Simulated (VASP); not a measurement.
# CdTe (F-43m) in VASP: further runs

Aim: see how the results for CdTe move with the level of theory and the settings. Levels: PBE, r2SCAN, HSE06, PBE0. Tasks: single point.

All numbers are computed with VASP 6.6.1; they aren't measurements. Logs are shortened: lines on timing, memory, paths and dates and some standing lists are left out, and cuts for length are marked.

**The experiment to reproduce.**

A printed reference work, data compilation reports, for a bulk crystal of CdTe at 0 K: band gap 1.607 eV.

The results are compared with them further down.

**1. The cell of the first run**

The structure is cubic, space group F-43m (No. 216). Conventional cell: a = 6.560 Å, b = 6.560 Å, c = 6.560 Å, α = 90.00°, β = 90.00°, γ = 90.00°. Cd (site symmetry -43m) has 4 Te at 2.84 Å within 3.7 Å. Within 3.7 Å of Te (site symmetry -43m) lie 4 Cd at 2.84 Å.

**2. Single point, PBE**

INCAR

```
SYSTEM = CdTe
PREC = Accurate ; ENCUT = 520
EDIFF = 1E-6 ; ISMEAR = 0
SIGMA = 0.01 ; LREAL = .False.
LASPH = .True. ; NELM = 60
ALGO = Normal ; ISIF = 2
LWAVE = .False. ; LCHARG = .False.
GGA = PE ; NBANDS = 16
```

KPOINTS

```
regular mesh
0
Gamma
  4 4 4
  0 0 0
```

POSCAR

```
CdTe
1.0
    0.0000000000      3.2799012424      3.2799012424
    3.2799012424      0.0000000000      3.2799012424
    3.2799012424      3.2799012424      0.0000000000
Cd Te
1 1
Direct
    0.0000000000      0.0000000000      0.0000000000
    0.2500000000      0.2500000000      0.2500000000
```

Potentials or basis: VASP PAW PBE potentials, release 64 (Cd, Te).

On the command line:

```console
$ cat potpaw_PBE.64/Cd/POTCAR potpaw_PBE.64/Te/POTCAR > POTCAR
$ mpirun -np 1 vasp_std > vasp.out
```

OUTCAR:

```text
SYSTEM = CdTe
   PREC = Accurate
   ENCUT = 520
   EDIFF = 1E-6
   ISMEAR = 0
   LREAL = .False.
   LASPH = .True.
   NELM = 60
   ISIF = 2
   GGA = PE

 ion  position               nearest neighbor table
   1  0.000  0.000  0.000-   2 2.84   2 2.84   2 2.84   2 2.84
   2  0.250  0.250  0.250-   1 2.84   1 2.84   1 2.84   1 2.84

  LATTYP: Found a face centered cubic cell.
 ALAT       =     6.5598024848

  Lattice vectors:

 A1 = (   0.0000000000,   3.2799012424,   3.2799012424)
 A2 = (   3.2799012424,   0.0000000000,   3.2799012424)
 A3 = (   3.2799012424,   3.2799012424,   0.0000000000)

Analysis of symmetry for initial positions (statically):
=====================================================================
 Subroutine PRICEL returns:
 Original cell was already a primitive cell.

 Routine SETGRP: Setting up the symmetry group for a
 face centered cubic supercell.

 Subroutine GETGRP returns: Found 24 space group operations
 (whereof 24 operations were pure point group operations)
 out of a pool of 48 trial point group operations.

The static configuration has the point symmetry T_d .

Analysis of symmetry for dynamics (positions and initial velocities):
=====================================================================
 Subroutine PRICEL returns:
 Original cell was already a primitive cell.

 Routine SETGRP: Setting up the symmetry group for a
 face centered cubic supercell.

 Subroutine GETGRP returns: Found 24 space group operations
 (whereof 24 operations were pure point group operations)
 out of a pool of 48 trial point group operations.

The dynamic configuration has the point symmetry T_d .

 Subroutine INISYM returns: Found 24 space group operations
 (whereof 24 operations are pure point group operations),
 and found     1 'primitive' translations

----------------------------------------------------------------------------------------

                                     Primitive cell

  volume of cell :      70.5687

  direct lattice vectors                    reciprocal lattice vectors
     0.000000000  3.279901242  3.279901242    -0.152443614  0.152443614  0.152443614
     3.279901242  0.000000000  3.279901242     0.152443614 -0.152443614  0.152443614
     3.279901242  3.279901242  0.000000000     0.152443614  0.152443614 -0.152443614

  length of vectors
     4.638480820  4.638480820  4.638480820     0.264040085  0.264040085  0.264040085

  position of ions in fractional coordinates (direct lattice)
     0.000000000  0.000000000  0.000000000
     0.250000000  0.250000000  0.250000000

  ion indices of the primitive-cell ions
   primitive index   ion index
                 1           1
                 2           2

----------------------------------------------------------------------------------------

 KPOINTS: regular mesh

Automatic generation of k-mesh.
 Grid dimensions read from file:
 generate k-points for:    4    4    4

 Generating k-lattice:

  Cartesian coordinates                     Fractional coordinates (reciprocal lattice)
    -0.038110904  0.038110904  0.038110904     0.250000000  0.000000000  0.000000000
     0.038110904 -0.038110904  0.038110904     0.000000000  0.250000000  0.000000000
     0.038110904  0.038110904 -0.038110904     0.000000000  0.000000000  0.250000000

  Length of vectors
     0.066010021  0.066010021  0.066010021

  Shift w.r.t. Gamma in fractional coordinates (k-lattice)
     0.000000000  0.000000000  0.000000000

 Subroutine IBZKPT returns following result:
 ===========================================

 Found      8 irreducible k-points:

 Following reciprocal coordinates:
            Coordinates               Weight
  0.000000  0.000000  0.000000      1.000000
  0.250000  0.000000  0.000000      8.000000
  0.500000  0.000000  0.000000      4.000000
  0.250000  0.250000  0.000000      6.000000
  0.500000  0.250000  0.000000     24.000000
 -0.250000  0.250000  0.000000     12.000000
  0.500000  0.500000  0.000000      3.000000
 -0.250000  0.500000  0.250000      6.000000
   k-points           NKPTS =      8   k-points in BZ     NKDIM =      8   number of bands    NBANDS=     16
   number of dos      NEDOS =    301   number of ions     NIONS =      2
   total plane-waves  NPLWV =  46656
   dimension x,y,z NGX =    36 NGY =   36 NGZ =   36
   dimension x,y,z NGXF=    72 NGYF=   72 NGZF=   72
   ions per type =               1   1
   NGX,Y,Z   is equivalent  to a cutoff of  12.90, 12.90, 12.90 a.u.
   NGXF,Y,Z  is equivalent  to a cutoff of  25.81, 25.81, 25.81 a.u.
 SYSTEM =  CdTe
   PREC   = accura    normal or accurate (medium, high low for compatibility)
   ISTART =      0    job   : 0-new  1-cont  2-samecut
   ICHARG =      2    charge: 1-file 2-atom 10-const
   ISPIN  =      1    spin polarized calculation?
   LNONCOLLINEAR =      F non collinear calculations
   LSORBIT =      F    spin-orbit coupling
   LASPH  =      T    aspherical Exc in radial PAW
   ENCUT  =  520.0 eV  38.22 Ry    6.18 a.u.   8.62  8.62  8.62*2*pi/ulx,y,z
   NELM   =     60;   NELMIN=  2; NELMDL= -5     # of ELM steps
   EDIFF  = 0.1E-05   stopping-criterion for ELM
   LREAL  =      F    real-space projection
   EDIFFG = 0.1E-04   stopping-criterion for IOM
   NSW    =      0    number of steps for IOM
   IBRION =     -1    ionic relax: 0-MD 1-quasi-New 2-CG
   NFREE  =      0    steps in history (QN), initial steepest desc. (CG)
   ISIF   =      2    stress and relaxation
   ISYM   =      2    0-nonsym 1-usesym 2-fastsym
   POTIM  = 0.5000    time-step for ionic-motion
   TEBEG  =    0.0;   TEEND  =   0.0 temperature during run
   PSTRESS=    0.0 pullay stress
   NELECT =      18.0000    total number of electrons
   NUPDOWN=      -1.0000    fix difference up-down
   EMIN   =  10.00;   EMAX   =-10.00  energy-range for DOS
   EFERMI =   0.00;   METHOD = LEGACY
   ISMEAR =     0;   SIGMA  =   0.01  broadening in eV -4-tet -1-fermi 0-gaus
   EFERMI_NEDOS =   21; number of points for ismear=-14 and -15
   IALGO  =     38    algorithm
   IMIX   =      4    mixing-type and parameters
     AMIX     =   0.40;   BMIX     =  1.00
     AMIX_MAG =   1.60;   BMIX_MAG =  1.00
  volume/ion in A,a.u.               =      35.28       238.11
  Fermi-wavevector in a.u.,A,eV,Ry     =   1.038233  1.961976 14.666102  1.077928
  Thomas-Fermi vector in A             =   2.172708
   LORBIT       =      0    0 simple, 1 ext, 2 COOP (PROOUT), +10 PAW based schemes
   GGA     = PE    functional components
   LHFCALC =     F    Hartree Fock is set to
   AEXX    =    0.0000 exact exchange contribution
   IVDW    =     0    specifies the selected vdW correction
   LEPSILON=     F    determine dielectric tensor
   LRPA    =     F    only Hartree local field effects (RPA)
 non-spin polarized calculation
 Gauss-broadening in eV      SIGMA  =   0.01
  energy-cutoff  :      520.00
  volume of cell :       70.57
 maximum number of plane-waves:      1924
 NGX is ok and might be reduce to    36
   NGX = 17   NGY = 17   NGZ = 17

 number of electron      18.0000006 magnetization

 Free energy of the ion-electron system (eV)
  ---------------------------------------------------
  ext. energy  EPLUGINS =         0.00000000
  ---------------------------------------------------
  free energy    TOTEN  =        -4.74593599 eV

  energy without entropy =       -4.74593599  energy(sigma->0) =       -4.74593599

 E-fermi :   2.1405     XC(G=0):  -8.4111

 val. band max:        2.0506831298   @ k =   0.0000   0.0000   0.0000
 cond. band min:       2.6989805718   @ k =   0.0000   0.0000   0.0000
 fundamental gap:      0.6482974419
 Fermi energy:         2.1405379762

 k-point     1 :       0.0000    0.0000    0.0000
  band No.  band energies     occupation
      1      -8.9164      2.00000
      2      -6.1488      2.00000
      3      -6.1488      2.00000
      4      -6.1488      2.00000
      5      -5.9166      2.00000
      6      -5.9166      2.00000
      7       2.0507      2.00000
      8       2.0507      2.00000
      9       2.0507      2.00000
     10       2.6990      0.00000
     11       6.6566      0.00000
     12       6.6566      0.00000
     13       6.6566      0.00000
     14       9.4578      0.00000
     15      11.3301      0.00000
     16      11.3301      0.00000

 k-point     2 :       0.2500    0.0000    0.0000
  band No.  band energies     occupation
      1      -8.7334      2.00000
      2      -6.1169      2.00000
      3      -6.1169      2.00000
      4      -5.9599      2.00000
      5      -5.9167      2.00000
      6      -5.9167      2.00000
      7      -0.5904      2.00000
      8       1.6509      2.00000
      9       1.6509      2.00000
     10       3.9649      0.00000
     11       7.1850      0.00000
     12       7.1850      0.00000
     13       7.3451      0.00000
     14      10.3379      0.00000
     15      10.4608      0.00000
     16      10.4608      0.00000

 k-point     3 :       0.5000    0.0000    0.0000
  band No.  band energies     occupation
      1      -8.5541      2.00000
      2      -6.0923      2.00000
      3      -6.0923      2.00000
      4      -5.9083      2.00000
      5      -5.9083      2.00000
      6      -5.5879      2.00000
      7      -2.1827      2.00000
      8       1.3256      2.00000
      9       1.3256      2.00000
     10       3.8190      0.00000
     11       7.2342      0.00000
     12       7.2342      0.00000
     13       9.0913      0.00000
     14      10.5732      0.00000
     15      12.2591      0.00000
     16      12.2591      0.00000

 k-point     4 :       0.2500    0.2500    0.0000
  band No.  band energies     occupation
      1      -8.6742      2.00000
      2      -6.0799      2.00000
      3      -6.0799      2.00000
      4      -5.9977      2.00000
      5      -5.9028      2.00000
      6      -5.8834      2.00000
      7      -0.5590      2.00000
      8       1.0354      2.00000
      9       1.0354      2.00000
     10       4.9183      0.00000
     11       5.4000      0.00000
     12       8.4434      0.00000
     13       8.4434      0.00000
     14       8.8337      0.00000
     15      11.8584      0.00000
     16      12.5508      0.00000

 k-point     5 :       0.5000    0.2500    0.0000
  band No.  band energies     occupation
      1      -8.4998      2.00000
      2      -6.0619      2.00000
      3      -6.0461      2.00000
      4      -5.9514      2.00000
      5      -5.9019      2.00000
      6      -5.5350      2.00000
      7      -1.8734      2.00000
      8       0.0933      2.00000
      9       0.7606      2.00000
     10       4.9910      0.00000
     11       6.5056      0.00000
     12       8.1947      0.00000
     13       8.7288      0.00000
     14      10.9249      0.00000
     15      12.4593      0.00000
     16      12.9947      0.00000

 k-point     6 :      -0.2500    0.2500    0.0000
  band No.  band energies     occupation
      1      -8.5564      2.00000
      2      -6.0777      2.00000
      3      -6.0755      2.00000
      4      -5.9232      2.00000
      5      -5.9219      2.00000
      6      -5.6525      2.00000
      7      -1.5329      2.00000
      8       0.0333      2.00000
      9       1.2966      2.00000
     10       5.1026      0.00000
     11       7.2430      0.00000
     12       7.6463      0.00000
     13       7.8569      0.00000
     14      10.0563      0.00000
     15      11.4643      0.00000
     16      13.0618      0.00000

 k-point     7 :       0.5000    0.5000    0.0000
  band No.  band energies     occupation
      1      -8.4441      2.00000
      2      -6.0055      2.00000
      3      -6.0034      2.00000
      4      -6.0034      2.00000
      5      -5.8889      2.00000
      6      -5.4585      2.00000
      7      -2.0974      2.00000
      8       0.3022      2.00000
      9       0.3022      2.00000
     10       4.7113      0.00000
     11       4.7209      0.00000
     12      10.7023      0.00000
     13      10.9848      0.00000
     14      10.9848      0.00000
     15      12.7869      0.00000
     16      13.4849      0.00000

 k-point     8 :      -0.2500    0.5000    0.2500
  band No.  band energies     occupation
      1      -8.4456      2.00000
      2      -6.0400      2.00000
      3      -6.0329      2.00000
      4      -5.9423      2.00000
      5      -5.9152      2.00000
      6      -5.3875      2.00000
      7      -1.9769      2.00000
      8      -0.1384      2.00000
      9      -0.0032      2.00000
     10       6.1691      0.00000
     11       6.7338      0.00000
     12       7.5534      0.00000
     13       8.3528      0.00000
     14      11.4972      0.00000
     15      12.9894      0.00000
     16      13.2209      0.00000

------------------------ aborting loop because EDIFF is reached ----------------------------------------

  FORCE on cell =-STRESS in cart. coord.  units (eV):
  Direction    XX          YY          ZZ          XY          YZ          ZX
  --------------------------------------------------------------------------------------
  -------------------------------------------------------------------------------------
  Total        0.5821082      0.5821082      0.5821082     -0.0000000     -0.0000000      0.0000000
  in kB       13.2160606     13.2160606     13.2160606     -0.0000000     -0.0000000      0.0000000
  external PRESSURE =      13.2160606 kB  Pullay stress =       0.0000000 kB

 VOLUME and BASIS-vectors are now :
 -----------------------------------------------------------------------------
  energy-cutoff  :      520.00
  volume of cell :       70.57
      direct lattice vectors                 reciprocal lattice vectors
     0.000000000  3.279901242  3.279901242    -0.152443614  0.152443614  0.152443614
     3.279901242  0.000000000  3.279901242     0.152443614 -0.152443614  0.152443614
     3.279901242  3.279901242  0.000000000     0.152443614  0.152443614 -0.152443614

 POSITION                                       TOTAL-FORCE (eV/Angst)
 -----------------------------------------------------------------------------------
      0.00000      0.00000      0.00000         0.000000      0.000000      0.000000
      1.63995      1.63995      1.63995        -0.000000     -0.000000     -0.000000
 -----------------------------------------------------------------------------------
    total drift:                               -0.000000     -0.000000     -0.000000

  FREE ENERGIE OF THE ION-ELECTRON SYSTEM (eV)
  ---------------------------------------------------
  free  energy   TOTEN  =        -4.7459359917 eV

  energy  without entropy=       -4.7459359917  energy(sigma->0) =       -4.74593599
```

It took 5.3 s on 1 thread of Intel Xeon 6975P-C (Granite Rapids), shared host; peak memory 0.2 GiB.

What came out:

```
Free energy            : -4.7459 eV
Pressure               : 1.3 GPa
Band gap on the k mesh : 0.65 eV, direct
```

Levels at points of the mesh, in eV from the valence-band top:
| k point | band 6 | band 7 | band 8 | band 9 | band 10 | band 11 | band 12 | band 13 |
| --- | --- | --- | --- | --- | --- | --- | --- | --- |
| (0.00, 0.00, 0.00) | -7.97 | 0.00 | 0.00 | 0.00 | 0.65 | 4.61 | 4.61 | 4.61 |
| (0.50, 0.00, 0.00) | -7.64 | -4.23 | -0.73 | -0.73 | 1.77 | 5.18 | 5.18 | 7.04 |
| (0.50, 0.50, 0.00) | -7.51 | -4.15 | -1.75 | -1.75 | 2.66 | 2.67 | 8.65 | 8.93 |

Caveat: spin-orbit coupling is left out, which moves the levels of the heavy elements.

(Continued in part 2 of 3.)
